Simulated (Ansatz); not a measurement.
## SnO on a mismatched substrate

Method: DFT PBE, scalar-relativistic, plane waves, PAW (Ansatz 0.2.0). Settings: 420 eV cutoff, 10×10×8 k-mesh, Gaussian smearing of 0.01 eV, no spin polarisation.

Reference structure (relaxed):

```xyz
4
Lattice="3.8683 0.0000 0.0000 0.0000 3.8683 0.0000 0.0000 0.0000 5.0662" Properties=species:S:1:pos:R:3 pbc="T T T"
Sn    0.0000    1.9341    1.1590
Sn    1.9341    0.0000    3.9072
O     1.9341    1.9341    0.0000
O     0.0000    0.0000    0.0000
```

The a-b plane is strained alike in both directions, as on a substrate, while c and the atoms relax within the symmetry that the strain leaves. Stress is positive in compression; energies are free energies at the smearing used, per atom.

```
strain (%) c (Å)  σ in plane (GPa)  ΔE (meV/atom)
      -6.0  5.4424             10.98          73.99
      -4.0  5.2792              6.96          31.47
      -2.0  5.1612              3.26           7.50
      +0.0  5.0662              0.00           0.00
      +2.0  5.0008             -2.80           6.89
      +4.0  4.9297             -5.13          26.00
      +6.0  4.8595             -7.03          55.32
```

Problem. Get the biaxial modulus twice, from the stresses and from the energies of the innermost pair.

Solution. From stress: M = −Δσ/Δε = (3.26 − (-2.80)) / 0.040 = 152 GPa. Two in-plane directions each store σε/2, so the energy density is Mε²: M = (mean ΔE)/(V ε²) = 7.19 meV / (18.952 Å³ × 0.020²) × 0.16022 GPa Å³/meV = 152 GPa. The two agree.

Problem. How well does Mε², with M from the stresses, predict the outermost points?

Solution. 64.5 meV predicted against 74.0 computed at -6.0 %; 64.5 meV predicted against 55.3 computed at +6.0 %. Compression costs more than stretching, the usual sign of bonds that stiffen as they shorten.

Problem. How does c respond, and up to what thickness can a film with 1 % or 2 % misfit stay coherent on a thick substrate?

Solution. c answers with ε_c = −0.79 ε. In an isotropic solid that ratio is 2ν/(1 − ν), so ν = r/(2 + r) = 0.28. A film of thickness h stores Mε²h per area, 15.2 mJ/m² per nm at 1 %. The Matthews–Blakeslee balance for pure edge misfit dislocations, h = b/(8πf(1 + ν)) × (ln(h/b) + 1), with b taken as the in-plane vector a = 3.87 Å, solved by iteration, gives 4.0 nm at f = 1 % and 1.3 nm at 2 %. This is an isotropic estimate in which the moduli cancel; the real Burgers vector, glide system, anisotropy and slow kinetics can shift it by a factor of a few, mostly upward.

The in-plane stiffness and the response of c reflect two kinds of bonding in litharge-type SnO. Biaxial strain works directly against the Sn–O network within each layer, whereas c also contains the gap between facing Sn lone pairs, where cohesion is weak. c falls steadily from compression to tension, but it changes more per step on the compressive side. This suggests that the gap opens more readily than it closes against lone-pair repulsion, although changes in layer thickness may contribute, and c alone can't separate the two. The ratio of 0.79 is therefore better read as a structural response of a layered crystal than as evidence for an isotropic Poisson ratio of 0.28.

The relaxed c of 5.0662 Å is clearly longer than experiment, while the in-plane lattice parameter is much closer, as expected when PBE misses interlayer dispersion. The in-plane modulus should suffer less from this than the response of c. Whether a film would be coherent at all also depends on its bonding to the substrate, since a weak, van der Waals-like interface could accommodate misfit without straining the film.
